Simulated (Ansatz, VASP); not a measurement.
**Ti in VASP and in Ansatz**

```
Ti
1.0
     2.59570    0.00000    0.00000
     0.00000    2.59570    0.00000
     0.00000    0.00000    2.59570
Ti
1
Direct
  0.00000 0.00000 0.00000
```

Change from the starting cell: volume scaled by 0.95.

Alike in both runs: task single point; functional PBE; k mesh 15 × 15 × 15; occupations fermi-dirac, width 0.05 eV; no spin polarisation.

|  | VASP | Ansatz |
| --- | --- | --- |
| version | VASP 6.6.1 | Ansatz 0.2.0 |
| potentials or method | VASP PAW PBE potentials, release 64 (Ti_sv), cutoff 520 eV | all-electron LAPW, scalar-relativistic |

Ansatz gave:

| Item | Value |
| --- | --- |
| pressure (GPa) | 4.3 |

Problem. Estimate VASP's values.

Solution. Pressure (GPa): 4.1.

Ansatz ran all-electron here, so the differences hold the error of VASP's frozen core and of both bases.
